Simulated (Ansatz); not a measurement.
Born–Oppenheimer molecular dynamics of a periodic cell of 21 atoms, Ba20O (surface Ba(110), adsorbate O). It starts from a relaxed structure.

The calculation used DFT PBE, scalar-relativistic, plane waves, PAW (Ansatz). Settings: accuracy low, cutoff 420 eV, k mesh 2x2x1, fermi-dirac smearing 0.05 eV, no spin polarisation.

- ensemble: NVT, Langevin thermostat
- time step: 1 fs
- steps asked: 200
- set temperature: 1200 K
- friction: 0.05 /fs
- atoms held: 1 to 4
- seed: 717308

Frames 20 fs apart, positions in Å.

Velocities at 0 fs (Å/ps):

```
Ba 0.00 0.00 0.00
Ba 0.00 0.00 0.00
Ba 0.00 0.00 0.00
Ba 0.00 0.00 0.00
Ba -0.79 -4.92 -1.95
Ba -2.40 -4.10 -1.20
Ba -3.14 -0.89 0.44
Ba 4.27 1.24 -4.78
Ba 2.01 -1.35 2.26
Ba 3.57 0.14 -0.18
Ba -1.84 5.04 -2.19
Ba -0.59 -2.65 -2.01
Ba 0.21 -3.24 -0.35
Ba 0.08 0.96 -5.58
Ba -1.71 2.64 -0.73
Ba -0.49 -0.85 6.37
Ba -1.20 -4.03 0.21
Ba 4.99 -2.15 1.67
Ba -1.31 0.58 3.68
Ba -3.90 0.32 -1.82
O 9.15 -6.93 3.30
```

```xyz
21
Lattice="10.0400 0.0000 0.0000 5.0200 7.0994 0.0000 0.0000 0.0000 25.1987" Properties=species:S:1:pos:R:3 time_fs=0 energy_less_start_eV=0.000 T=1200
Ba 0.000 0.000 1.000
Ba 5.020 0.000 1.000
Ba 2.510 3.550 1.000
Ba 7.530 3.550 1.000
Ba -0.006 3.518 4.474
Ba 5.029 3.516 4.473
Ba 2.513 7.060 4.444
Ba 7.530 7.072 4.465
Ba -0.040 -0.060 7.978
Ba 5.066 -0.064 7.969
Ba 2.516 3.459 8.002
Ba 7.531 3.517 8.048
Ba 0.073 3.380 11.558
Ba 4.953 3.399 11.565
Ba 2.505 6.993 11.578
Ba 7.545 6.909 11.457
Ba 0.417 0.178 15.174
Ba 4.613 0.193 15.190
Ba 2.500 4.010 15.061
Ba 7.545 3.832 15.268
O 7.542 6.190 15.441
21
Lattice="10.0400 0.0000 0.0000 5.0200 7.0994 0.0000 0.0000 0.0000 25.1987" Properties=species:S:1:pos:R:3 time_fs=20 energy_less_start_eV=0.275 T=1286
Ba 0.000 0.000 1.000
Ba 5.020 0.000 1.000
Ba 2.510 3.550 1.000
Ba 7.530 3.550 1.000
Ba 0.001 3.430 4.447
Ba 5.043 3.460 4.527
Ba 2.492 7.029 4.444
Ba 7.600 7.094 4.371
Ba -0.017 -0.113 7.992
Ba 5.131 -0.033 7.958
Ba 2.475 3.586 7.941
Ba 7.558 3.494 8.096
Ba 0.048 3.365 11.607
Ba 4.909 3.436 11.499
Ba 2.460 7.017 11.529
Ba 7.565 6.884 11.587
Ba 0.414 0.099 15.159
Ba 4.708 0.192 15.181
Ba 2.479 4.062 15.094
Ba 7.406 3.814 15.237
O 7.576 5.991 15.649
21
Lattice="10.0400 0.0000 0.0000 5.0200 7.0994 0.0000 0.0000 0.0000 25.1987" Properties=species:S:1:pos:R:3 time_fs=40 energy_less_start_eV=0.492 T=1477
Ba 0.000 0.000 1.000
Ba 5.020 0.000 1.000
Ba 2.510 3.550 1.000
Ba 7.530 3.550 1.000
Ba -0.014 3.437 4.435
Ba 5.111 3.504 4.532
Ba 2.410 6.976 4.384
Ba 7.706 7.093 4.346
Ba -0.050 -0.103 8.046
Ba 5.152 -0.038 7.995
Ba 2.459 3.689 7.939
Ba 7.561 3.507 8.130
Ba -0.015 3.381 11.706
Ba 4.795 3.469 11.481
Ba 2.426 6.978 11.492
Ba 7.564 6.909 11.669
Ba 0.407 0.021 15.124
Ba 4.686 0.183 15.177
Ba 2.494 4.009 15.159
Ba 7.330 3.772 15.251
O 7.664 6.048 15.874
21
Lattice="10.0400 0.0000 0.0000 5.0200 7.0994 0.0000 0.0000 0.0000 25.1987" Properties=species:S:1:pos:R:3 time_fs=60 energy_less_start_eV=0.853 T=1497
Ba 0.000 0.000 1.000
Ba 5.020 0.000 1.000
Ba 2.510 3.550 1.000
Ba 7.530 3.550 1.000
Ba -0.043 3.437 4.409
Ba 5.131 3.588 4.544
Ba 2.295 6.971 4.350
Ba 7.785 7.111 4.305
Ba -0.107 -0.044 8.107
Ba 5.090 -0.148 8.096
Ba 2.445 3.718 7.899
Ba 7.545 3.519 8.115
Ba -0.060 3.377 11.733
Ba 4.757 3.509 11.470
Ba 2.368 6.997 11.453
Ba 7.532 6.952 11.642
Ba 0.393 0.004 15.090
Ba 4.681 0.236 15.252
Ba 2.481 3.962 15.202
Ba 7.241 3.669 15.306
O 7.548 5.960 16.005
21
Lattice="10.0400 0.0000 0.0000 5.0200 7.0994 0.0000 0.0000 0.0000 25.1987" Properties=species:S:1:pos:R:3 time_fs=80 energy_less_start_eV=1.046 T=883
Ba 0.000 0.000 1.000
Ba 5.020 0.000 1.000
Ba 2.510 3.550 1.000
Ba 7.530 3.550 1.000
Ba -0.059 3.447 4.352
Ba 5.098 3.636 4.527
Ba 2.198 6.922 4.367
Ba 7.755 7.110 4.299
Ba -0.169 -0.029 8.158
Ba 4.949 -0.250 8.140
Ba 2.415 3.715 7.883
Ba 7.520 3.531 8.073
Ba -0.070 3.344 11.721
Ba 4.767 3.506 11.528
Ba 2.331 7.003 11.382
Ba 7.453 6.978 11.666
Ba 0.357 0.022 15.065
Ba 4.622 0.212 15.334
Ba 2.467 3.865 15.260
Ba 7.198 3.608 15.367
O 7.319 6.034 16.082
21
Lattice="10.0400 0.0000 0.0000 5.0200 7.0994 0.0000 0.0000 0.0000 25.1987" Properties=species:S:1:pos:R:3 time_fs=100 energy_less_start_eV=0.940 T=1329
Ba 0.000 0.000 1.000
Ba 5.020 0.000 1.000
Ba 2.510 3.550 1.000
Ba 7.530 3.550 1.000
Ba -0.023 3.455 4.345
Ba 5.046 3.630 4.504
Ba 2.155 6.915 4.428
Ba 7.805 7.053 4.258
Ba -0.174 -0.067 8.088
Ba 4.882 -0.272 8.217
Ba 2.403 3.710 7.872
Ba 7.528 3.534 8.095
Ba -0.052 3.315 11.694
Ba 4.746 3.449 11.530
Ba 2.302 6.960 11.412
Ba 7.407 7.007 11.640
Ba 0.332 -0.059 15.048
Ba 4.527 0.142 15.457
Ba 2.425 3.788 15.280
Ba 7.205 3.587 15.383
O 7.166 6.090 15.886
21
Lattice="10.0400 0.0000 0.0000 5.0200 7.0994 0.0000 0.0000 0.0000 25.1987" Properties=species:S:1:pos:R:3 time_fs=120 energy_less_start_eV=0.702 T=1415
Ba 0.000 0.000 1.000
Ba 5.020 0.000 1.000
Ba 2.510 3.550 1.000
Ba 7.530 3.550 1.000
Ba -0.013 3.515 4.350
Ba 4.998 3.665 4.538
Ba 2.173 6.851 4.360
Ba 7.870 6.999 4.210
Ba -0.184 -0.055 7.998
Ba 4.871 -0.180 8.208
Ba 2.398 3.726 7.826
Ba 7.491 3.530 8.078
Ba -0.101 3.295 11.691
Ba 4.736 3.422 11.582
Ba 2.308 6.959 11.391
Ba 7.364 7.031 11.599
Ba 0.294 -0.065 15.058
Ba 4.432 0.101 15.617
Ba 2.349 3.722 15.242
Ba 7.236 3.585 15.465
O 7.334 6.027 15.680
21
Lattice="10.0400 0.0000 0.0000 5.0200 7.0994 0.0000 0.0000 0.0000 25.1987" Properties=species:S:1:pos:R:3 time_fs=140 energy_less_start_eV=0.768 T=1082
Ba 0.000 0.000 1.000
Ba 5.020 0.000 1.000
Ba 2.510 3.550 1.000
Ba 7.530 3.550 1.000
Ba 0.015 3.553 4.356
Ba 4.938 3.639 4.547
Ba 2.234 6.817 4.296
Ba 7.934 6.999 4.176
Ba -0.210 -0.090 7.928
Ba 4.828 -0.123 8.185
Ba 2.410 3.665 7.819
Ba 7.457 3.491 8.002
Ba -0.133 3.251 11.685
Ba 4.757 3.388 11.660
Ba 2.399 6.922 11.377
Ba 7.394 7.040 11.592
Ba 0.288 -0.036 15.095
Ba 4.425 0.056 15.650
Ba 2.389 3.691 15.274
Ba 7.245 3.540 15.490
O 7.451 5.971 15.622
21
Lattice="10.0400 0.0000 0.0000 5.0200 7.0994 0.0000 0.0000 0.0000 25.1987" Properties=species:S:1:pos:R:3 time_fs=160 energy_less_start_eV=0.857 T=1173
Ba 0.000 0.000 1.000
Ba 5.020 0.000 1.000
Ba 2.510 3.550 1.000
Ba 7.530 3.550 1.000
Ba 0.078 3.494 4.354
Ba 4.948 3.592 4.493
Ba 2.264 6.843 4.273
Ba 7.931 6.993 4.157
Ba -0.246 -0.136 7.888
Ba 4.829 -0.112 8.230
Ba 2.437 3.643 7.843
Ba 7.504 3.424 7.917
Ba -0.158 3.235 11.702
Ba 4.704 3.440 11.693
Ba 2.460 6.913 11.377
Ba 7.380 7.030 11.576
Ba 0.304 -0.022 15.125
Ba 4.432 0.032 15.643
Ba 2.425 3.712 15.257
Ba 7.255 3.454 15.505
O 7.289 5.891 15.450
21
Lattice="10.0400 0.0000 0.0000 5.0200 7.0994 0.0000 0.0000 0.0000 25.1987" Properties=species:S:1:pos:R:3 time_fs=180 energy_less_start_eV=1.008 T=884
Ba 0.000 0.000 1.000
Ba 5.020 0.000 1.000
Ba 2.510 3.550 1.000
Ba 7.530 3.550 1.000
Ba 0.045 3.402 4.307
Ba 4.942 3.571 4.430
Ba 2.261 6.881 4.261
Ba 7.881 7.005 4.176
Ba -0.263 -0.181 7.839
Ba 4.895 -0.088 8.295
Ba 2.477 3.616 7.817
Ba 7.473 3.450 7.887
Ba -0.161 3.250 11.682
Ba 4.638 3.434 11.649
Ba 2.459 6.943 11.390
Ba 7.394 7.052 11.513
Ba 0.327 -0.023 15.168
Ba 4.455 0.026 15.649
Ba 2.493 3.715 15.182
Ba 7.258 3.445 15.501
O 7.229 5.851 15.166
```

Of the whole run (200 fs, mean temperature of the second half 1013 K): The mean temperature of the second half is 16 % below the set value. A run of 0.2 ps of so small a system gives no equilibrium averages. The SCF threshold is loose, so the forces are noisy. Limits of this set-up: coarse k mesh, slab without dipole correction, low accuracy level.

Run time: 11 min on 4 threads of AMD EPYC 9R45 96-Core Processor (Zen 5), on a shared host, peak memory 5.4 GiB.
